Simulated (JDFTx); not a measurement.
The system is MnS.

```
Mn S
1.0
     0.00000    2.47346    2.47346
     2.47346    0.00000    2.47346
     2.47346    2.47346    0.00000
Mn S
1 1
Cartesian
  0.0000 0.0000 0.0000
  3.7102 3.7102 3.7102
```

The cell is a database's computed one.

Base run:

```yaml
Program: JDFTx 1.7.0 (patched build)
Functional: LDA
Potentials_or_basis: PseudoDojo-SR-LDA-0.4.1-standard with smoothed tails
Cutoff: 1306 eV
Density_cutoff: 10449 eV
k_mesh: 9 × 9 × 9
Occupations: fermi-dirac, width 0.05 eV
Spin: collinear spin, ferromagnetic start
Starting_moments: "[4.0, 0.0] μB"
```

Its results: band gap on the k mesh none (metal or under the smearing width); pressure -7.1 GPa; net moment 0.19 μB per cell; site moments Mn +0.20; S -0.01 μB.

The run is repeated on the same cell with these changes: functional from LDA to PBEsol; potentials or basis from PseudoDojo-SR-LDA-0.4.1-standard with smoothed tails to PseudoDojo-SR-PBEsol-0.4.1-standard with smoothed tails. What comes out?

Band gap on the k mesh none (metal or under the smearing width); pressure -3.1 GPa; net moment 0.28 μB per cell; site moments Mn +0.28; S -0.01 μB.

Caveats: the moment fell far below its start of 4 μB, so a state of higher moment may lie lower in energy; semilocal functionals often make such compounds metallic where correlation or magnetic order opens a gap, which also shifts bond lengths.

Not every run made on this cell is shown here.
